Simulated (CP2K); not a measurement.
# Te (P3_121) in CP2K: a series of runs, part 2 of 2

CP2K 2026.2.

### Step 3. Band structure, PBE, spin-orbit coupling, no magnetisation

te_bands.inp

```
&GLOBAL
  PROJECT te_bands
  RUN_TYPE ENERGY_FORCE
  PRINT_LEVEL LOW
&END GLOBAL
&FORCE_EVAL
  METHOD QS
  STRESS_TENSOR ANALYTICAL
  &DFT
    BASIS_SET_FILE_NAME BASIS_MOLOPT_UZH
    POTENTIAL_FILE_NAME GTH_SOC_POTENTIALS
    &MGRID
      CUTOFF 450
      REL_CUTOFF 60
      NGRIDS 5
    &END MGRID
    &QS
      METHOD GPW
      EPS_DEFAULT 1.0E-9
    &END QS
    &KPOINTS
      SCHEME MONKHORST-PACK 7 7 5
      GAMMA_CENTERED T
    &END KPOINTS
    &SCF
      SCF_GUESS ATOMIC
      EPS_SCF 1.0E-6
      MAX_SCF 100
      ADDED_MOS 12
      CHOLESKY OFF
      EPS_EIGVAL 1.0E-7
      &DIAGONALIZATION ON
        ALGORITHM STANDARD
      &END DIAGONALIZATION
      &MIXING ON
        METHOD BROYDEN_MIXING
        ALPHA 0.4
        BETA 1.5
        NBUFFER 8
      &END MIXING
      &SMEAR ON
        METHOD FERMI_DIRAC
        ELECTRONIC_TEMPERATURE 300.56
      &END SMEAR
    &END SCF
    &XC
      &XC_FUNCTIONAL
        &GGA_X_PBE
        &END GGA_X_PBE
        &GGA_C_PBE
        &END GGA_C_PBE
      &END XC_FUNCTIONAL
    &END XC
    &PRINT
      &KPOINTS ON
      &END KPOINTS
      &MULLIKEN ON
      &END MULLIKEN
      &MO ON
        ENERGIES T
        OCCUPATION_NUMBERS T
        &EACH
          QS_SCF 0
        &END EACH
        ADD_LAST NUMERIC
      &END MO
    &END PRINT
  &END DFT
  &PROPERTIES
    &BANDSTRUCTURE ON
      &BANDSTRUCTURE_PATH
        NPOINTS 8
        SPECIAL_POINT GAMMA 0.00000000 0.00000000 0.00000000
        SPECIAL_POINT M 0.50000000 0.00000000 0.00000000
        SPECIAL_POINT K 0.33333333 0.33333333 0.00000000
        SPECIAL_POINT GAMMA 0.00000000 0.00000000 0.00000000
        SPECIAL_POINT A 0.00000000 0.00000000 0.50000000
        SPECIAL_POINT L 0.50000000 0.00000000 0.50000000
        SPECIAL_POINT H 0.33333333 0.33333333 0.50000000
        SPECIAL_POINT A 0.00000000 0.00000000 0.50000000
      &END BANDSTRUCTURE_PATH
      &SOC ON
      &END SOC
    &END BANDSTRUCTURE
  &END PROPERTIES
  &SUBSYS
    &CELL
      A 4.4540000000 0.0000000000 0.0000000000
      B -2.2270000000 3.8572771485 0.0000000000
      C 0.0000000000 0.0000000000 5.9240000000
      PERIODIC XYZ
    &END CELL
    &COORD
      SCALED
      Te  0.7310000000 0.7310000000 0.0000000000
      Te  0.0000000000 0.2690000000 0.6666666667
      Te  0.2690000000 0.0000000000 0.3333333333
    &END COORD
    &KIND Te
      BASIS_SET TZVP-MOLOPT-PBE-GTH-q6
      POTENTIAL GTH-PBE-q6
    &END KIND
    &PRINT
      &ATOMIC_COORDINATES ON
      &END ATOMIC_COORDINATES
      &CELL ON
      &END CELL
    &END PRINT
  &END SUBSYS
  &PRINT
    &FORCES ON
    &END FORCES
    &STRESS_TENSOR ON
    &END STRESS_TENSOR
  &END PRINT
&END FORCE_EVAL
```

Potentials or basis: GTH_SOC_POTENTIALS Te GTH-PBE-q6; TZVP-MOLOPT-PBE-GTH basis.

The run is started by

```sh
> OMP_NUM_THREADS=2 cp2k.psmp -i te_bands.inp -o te_bands.out
```

te_bands.out:

```text

 CP2K| version string:                                       CP2K version 2026.2
 CP2K| Input file name                                              te_bands.inp

 GLOBAL| Force Environment number                                              1
 GLOBAL| Basis set file name                                    BASIS_MOLOPT_UZH
 GLOBAL| Potential file name                                  GTH_SOC_POTENTIALS
 GLOBAL| MM Potential file name                                     MM_POTENTIAL
 GLOBAL| Coordinate file name                                      __STD_INPUT__
 GLOBAL| Method name                                                        CP2K
 GLOBAL| Project name                                                   te_bands
 GLOBAL| Run type                                                   ENERGY_FORCE
 GLOBAL| FFT library                                                       FFTW3
[... 5 lines left out ...]
 GLOBAL| Global print level                                                  LOW
 GLOBAL| Total number of message passing processes                             1
 GLOBAL| Number of threads for this process                                    2
 GLOBAL| CPU model name                                                  UNKNOWN

 CELL| Volume [angstrom^3]:                                           101.776171
 CELL| Vector a [angstrom]:       4.454     0.000     0.000   |a| =     4.454000
 CELL| Vector b [angstrom]:      -2.227     3.857     0.000   |b| =     4.454000
 CELL| Vector c [angstrom]:       0.000     0.000     5.924   |c| =     5.924000
 CELL| Angle (b,c), alpha [degree]:                                    90.000000
 CELL| Angle (a,c), beta  [degree]:                                    90.000000
 CELL| Angle (a,b), gamma [degree]:                                   120.000000
 CELL| Numerically orthorhombic:                                              NO
 CELL| Periodicity                                                           XYZ

 CELL_REF| Volume [angstrom^3]:                                       101.776171
 CELL_REF| Vector a [angstrom     4.454     0.000     0.000   |a| =     4.454000
 CELL_REF| Vector b [angstrom    -2.227     3.857     0.000   |b| =     4.454000
 CELL_REF| Vector c [angstrom     0.000     0.000     5.924   |c| =     5.924000
 CELL_REF| Angle (b,c), alpha [degree]:                                90.000000
 CELL_REF| Angle (a,c), beta  [degree]:                                90.000000
 CELL_REF| Angle (a,b), gamma [degree]:                               120.000000
[... 539 lines left out ...]

 !-----------------------------------------------------------------------------!
                     Mulliken Population Analysis

 #  Atom  Element  Kind  Atomic population                           Net charge
       1     Te       1          6.000000                              0.000000
       2     Te       1          6.000000                              0.000000
       3     Te       1          6.000000                             -0.000000
 # Total charge                             18.000000                 -0.000000

 !-----------------------------------------------------------------------------!

 -------------------------------------------------------------------------------
 -                                                                             -
 -                          BANDSTRUCTURE CALCULATION                          -
 -                                                                             -
 -------------------------------------------------------------------------------

 Number of occupied molecular orbitals (MOs) = Number of occupied bands        9
 Number of unoccupied (= virtual) MOs = Number of unoccupied bands            42
 Number of Gaussian basis functions for MOs                                   51
 Number of cells considered in the DFT calculation                           100
 Number of cells for G, χ, W, Σ                                              245
 Number of special k-points for the bandstructure                              8
 Number of k-points for the bandstructure                                    302

 SOC requested, SOC energy window occ (eV):                            no window
 SOC requested, SOC energy window virt (eV):                           no window

 SCF valence band maximum (eV):                                            4.626
 SCF conduction band minimum (eV):                                         4.780
 SCF indirect band gap (eV):                                               0.155
 SCF direct band gap (eV):                                                 0.169

 SCF+SOC valence band maximum (eV):                                        4.809
 SCF+SOC conduction band minimum (eV):                                     4.809
 SCF+SOC indirect band gap (eV):                                           0.000
 SCF+SOC direct band gap (eV):                                             0.000

 ENERGY| Total FORCE_EVAL ( QS ) energy [hartree]            -24.490102799784449

 FORCES| Atomic forces [hartree/bohr]
 FORCES|   Atom     x               y               z               |f|
 FORCES|      1 -3.42492092E-03 -5.93208821E-03 -8.19018658E-09   6.84979955E-03
 FORCES|      2 -3.42484940E-03  5.93207530E-03  4.65739168E-09   6.84975261E-03
 FORCES|      3  6.84977029E-03  1.28823110E-08  3.53306642E-09   6.84977029E-03
 FORCES| Sum    -3.13298137E-11 -2.46818200E-11  2.71525784E-13
 FORCES| Total atomic force                                       3.98851249E-11

 STRESS| Analytical stress tensor [bar]
 STRESS|                        x                   y                   z
 STRESS|      x        1.96849671891E+04   9.00358267937E-02   8.88883422117E-02
 STRESS|      y        9.00358267937E-02   1.96846936095E+04   9.30099937201E-02
 STRESS|      z        8.88883422117E-02   9.30099937201E-02   2.64759002198E+04
 STRESS| 1/3 Trace                                             2.19485203395E+04
 STRESS| Determinant                                           1.02592140317E+13

 STRESS| Eigenvectors and eigenvalues of the analytical stress tensor [bar]
 STRESS|                        1                   2                   3
 STRESS| Eigenvalues   1.96846666370E+04   1.96849941591E+04   2.64759002222E+04
 STRESS|      x          -0.286968834282      0.957939918773      0.000013089450
 STRESS|      y           0.957939918817      0.286968834107      0.000013695824
 STRESS|      z          -0.000009363513     -0.000016469181      0.999999999821
```

bandstructure_SCF_and_G0W0_plus_SOC:

```text
 
  kpoint:       1             coordinate:     0.0000    0.0000    0.0000
 
    n           k    ϵ_nk^DFT+SOC (eV)
    1 (occ)     1          -9.029
    2 (occ)     1          -9.029
    3 (occ)     1          -5.741
    4 (occ)     1          -5.741
    5 (occ)     1          -5.739
    6 (occ)     1          -5.739
[... 10 lines left out ...]
   17 (occ)     1           3.815
   18 (occ)     1           3.815
   19 (vir)     1           5.243
   20 (vir)     1           5.243
   21 (vir)     1           5.914
   22 (vir)     1           5.914
   23 (vir)     1           6.431
   24 (vir)     1           6.431
[... 76 lines left out ...]
  101 (vir)     1         152.527
  102 (vir)     1         152.527
 
  kpoint:       2             coordinate:     0.0625    0.0000    0.0000
 
    n           k    ϵ_nk^DFT+SOC (eV)
    1 (occ)     2          -9.003
    2 (occ)     2          -9.003
    3 (occ)     2          -5.748
    4 (occ)     2          -5.746
    5 (occ)     2          -5.734
    6 (occ)     2          -5.732
[... 1583 lines left out ...]
    n           k    ϵ_nk^DFT+SOC (eV)
    1 (occ)    17          -7.807
    2 (occ)    17          -7.807
    3 (occ)    17          -6.109
    4 (occ)    17          -6.106
    5 (occ)    17          -6.106
    6 (occ)    17          -6.095
[... 10 lines left out ...]
   17 (occ)    17           2.008
   18 (occ)    17           2.008
   19 (vir)    17           7.403
   20 (vir)    17           7.441
   21 (vir)    17           7.591
   22 (vir)    17           7.591
   23 (vir)    17           7.765
   24 (vir)    17           7.765
[... 48 lines left out ...]
   73 (vir)    17          37.576
   74 (vir)    17          37.576
   75 (vir)    17
```

Wall time 12 s (2 threads of Arm Neoverse V2, shared host); peak memory 0.43 GiB.

What came out:

```yaml
Free_energy: -666.4096 eV
Pressure: 2.2 GPa
Largest_force: 0.352 eV/Å
Band_gap_along_the_path: none (metal or under the smearing width)
```

Forces on the atoms (eV/Å):
```
Te  -0.176 -0.305  0.000
Te  -0.176  0.305  0.000
Te   0.352  0.000  0.000
```

Caveat: the basis of atomic orbitals isn't converged, which shifts pressures, moduli and gaps.

### Step 4. Band structure, LDA

te_bands.inp

```
&GLOBAL
  PROJECT te_bands
  RUN_TYPE ENERGY_FORCE
  PRINT_LEVEL LOW
&END GLOBAL
&FORCE_EVAL
  METHOD QS
  STRESS_TENSOR ANALYTICAL
  &DFT
    BASIS_SET_FILE_NAME BASIS_MOLOPT_UZH
    POTENTIAL_FILE_NAME GTH_POTENTIALS
    &MGRID
      CUTOFF 450
      REL_CUTOFF 60
      NGRIDS 4
    &END MGRID
    &QS
      METHOD GPW
      EPS_DEFAULT 1.0E-9
    &END QS
    &KPOINTS
      SCHEME MONKHORST-PACK 7 7 5
      GAMMA_CENTERED T
      SYMMETRY T
      SYMMETRY_BACKEND SPGLIB
    &END KPOINTS
    &SCF
      SCF_GUESS ATOMIC
      EPS_SCF 1.0E-6
      MAX_SCF 100
      ADDED_MOS 12
      CHOLESKY OFF
      EPS_EIGVAL 1.0E-7
      &DIAGONALIZATION ON
        ALGORITHM STANDARD
      &END DIAGONALIZATION
      &MIXING ON
        METHOD BROYDEN_MIXING
        ALPHA 0.4
        BETA 1.5
        NBUFFER 8
      &END MIXING
      &SMEAR ON
        METHOD FERMI_DIRAC
        ELECTRONIC_TEMPERATURE [K] 580.226
      &END SMEAR
    &END SCF
    &XC
      &XC_FUNCTIONAL
        &LDA_X
        &END LDA_X
        &LDA_C_PW
        &END LDA_C_PW
      &END XC_FUNCTIONAL
    &END XC
    &PRINT
      &KPOINTS ON
      &END KPOINTS
      &MULLIKEN ON
      &END MULLIKEN
      &MO ON
        ENERGIES T
        OCCUPATION_NUMBERS T
        &EACH
          QS_SCF 0
        &END EACH
        ADD_LAST NUMERIC
      &END MO
      &BAND_STRUCTURE
        FILE_NAME bands.bs
        ADDED_MOS 2
        &KPOINT_SET
          UNITS B_VECTOR
          NPOINTS 10
          SPECIAL_POINT GAMMA 0.00000000 0.00000000 0.00000000
          SPECIAL_POINT M 0.50000000 0.00000000 0.00000000
          SPECIAL_POINT K 0.33333333 0.33333333 0.00000000
          SPECIAL_POINT GAMMA 0.00000000 0.00000000 0.00000000
          SPECIAL_POINT A 0.00000000 0.00000000 0.50000000
          SPECIAL_POINT L 0.50000000 0.00000000 0.50000000
          SPECIAL_POINT H 0.33333333 0.33333333 0.50000000
          SPECIAL_POINT A 0.00000000 0.00000000 0.50000000
        &END KPOINT_SET
        &KPOINT_SET
          UNITS B_VECTOR
          NPOINTS 10
          SPECIAL_POINT L 0.50000000 0.00000000 0.50000000
          SPECIAL_POINT M 0.50000000 0.00000000 0.00000000
        &END KPOINT_SET
        &KPOINT_SET
          UNITS B_VECTOR
          NPOINTS 10
          SPECIAL_POINT K 0.33333333 0.33333333 0.00000000
          SPECIAL_POINT H 0.33333333 0.33333333 0.50000000
        &END KPOINT_SET
      &END BAND_STRUCTURE
    &END PRINT
  &END DFT
  &SUBSYS
    &CELL
      A 4.4540000000 0.0000000000 0.0000000000
      B -2.2270000000 3.8572771485 0.0000000000
      C 0.0000000000 0.0000000000 5.9240000000
      PERIODIC XYZ
    &END CELL
    &COORD
      SCALED
      Te  0.7310000000 0.7310000000 0.0000000000
      Te  0.0000000000 0.2690000000 0.6666666667
      Te  0.2690000000 0.0000000000 0.3333333333
    &END COORD
    &KIND Te
      BASIS_SET TZVP-MOLOPT-PBE-GTH-q6
      POTENTIAL GTH-PADE-q6
    &END KIND
    &PRINT
      &ATOMIC_COORDINATES ON
      &END ATOMIC_COORDINATES
      &CELL ON
      &END CELL
    &END PRINT
  &END SUBSYS
  &PRINT
    &FORCES ON
    &END FORCES
    &STRESS_TENSOR ON
    &END STRESS_TENSOR
  &END PRINT
&END FORCE_EVAL
```

Potentials or basis: GTH_POTENTIALS Te GTH-PADE-q6; TZVP-MOLOPT-PBE-GTH basis.

The run is started by

```sh
> OMP_NUM_THREADS=2 cp2k.psmp -i te_bands.inp -o te_bands.out
```

Run time: 5.4 s. Hardware: 2 threads of Arm Neoverse V2, shared host; peak memory 0.33 GiB.

Results (log left out):

```yaml
Free_energy: -672.3832 eV
Pressure: -1.1 GPa
Largest_force: 0.219 eV/Å
Band_gap_along_the_path: 0.12 eV, indirect (least direct gap 0.13 eV)
```

Forces in eV/Å, atoms in the order of the input:
```
Te  -0.109 -0.189  0.000
Te  -0.109  0.189  0.000
Te   0.219  0.000  0.000
```

Stress tensor (GPa, compression positive):
```
-1.18  0.00  0.00
 0.00 -1.18  0.00
 0.00  0.00 -1.04
```

Levels at the corners of the path, in eV from the valence-band top:
| point | band 6 | band 7 | band 8 | band 9 | band 10 | band 11 | band 12 | band 13 |
| --- | --- | --- | --- | --- | --- | --- | --- | --- |
| Γ | -2.82 | -1.68 | -1.68 | -0.82 | 1.01 | 1.01 | 1.63 | 6.20 |
| M | -3.60 | -3.55 | -1.03 | -0.81 | 0.81 | 0.85 | 3.67 | 4.61 |
| K | -3.11 | -3.11 | -2.99 | -2.71 | 2.87 | 2.87 | 3.12 | 6.46 |
| Γ | -2.82 | -1.68 | -1.68 | -0.82 | 1.01 | 1.01 | 1.63 | 6.20 |
| A | -2.67 | -1.29 | -1.01 | -1.01 | 0.42 | 0.42 | 0.44 | 5.45 |
| L | -3.69 | -2.48 | -2.13 | -0.22 | 0.70 | 1.99 | 2.62 | 6.33 |
| H | -5.05 | -0.98 | -0.01 | -0.01 | 0.12 | 1.29 | 1.29 | 7.64 |
| A | -2.67 | -1.29 | -1.01 | -1.01 | 0.42 | 0.42 | 0.44 | 5.45 |
| L | -3.69 | -2.48 | -2.13 | -0.22 | 0.70 | 1.99 | 2.62 | 6.33 |
| M | -3.60 | -3.55 | -1.03 | -0.81 | 0.81 | 0.85 | 3.67 | 4.61 |
| K | -3.11 | -3.11 | -2.99 | -2.71 | 2.87 | 2.87 | 3.12 | 6.46 |
| H | -5.05 | -0.98 | -0.01 | -0.01 | 0.12 | 1.29 | 1.29 | 7.64 |

Caveat: spin-orbit coupling is left out, which moves the levels of the heavy elements; the basis of atomic orbitals isn't converged, which shifts pressures, moduli and gaps.

### Step 5. Overview

| level | potentials or basis | spin | smearing | EPS_DEFAULT | k points reduced by the point group | NGRIDS | potentials | points a segment of the path (NPOINTS) | pressure (GPa) | largest force (eV/Å) |
| --- | --- | --- | --- | --- | --- | --- | --- | --- | --- | --- |
| PBE | POTENTIAL_UZH Te GTH-PBE-q6; TZVP-MOLOPT-PBE-GTH basis | off | fermi-dirac 0.0259 eV | 1.0E-10 | yes | 4 | Te GTH-PBE-q6 of POTENTIAL_UZH | 6 | 2.2 | 0.35 |
| PBE | GTH_SOC_POTENTIALS Te GTH-PBE-q6; TZVP-MOLOPT-PBE-GTH basis | SOC, no magnetisation | fermi-dirac 0.0259 eV | 1.0E-9 | - | 5 | Te GTH-PBE-q6 of GTH_SOC_POTENTIALS | 8 | 2.2 | 0.35 |
| LDA | GTH_POTENTIALS Te GTH-PADE-q6; TZVP-MOLOPT-PBE-GTH basis | off | fermi-dirac 0.05 eV | 1.0E-9 | yes | 4 | Te GTH-PADE-q6 of GTH_POTENTIALS | 10 | -1.1 | 0.22 |

Alike in all rows: task band structure; cell as given; k mesh 7 × 7 × 5.

Caveats: the basis of atomic orbitals isn't converged, which shifts pressures, moduli and gaps; spin-orbit coupling is left out, which moves the levels of the heavy elements (some runs).

Total energies depend on the potentials used, so only differences within one code and one set of settings carry meaning.
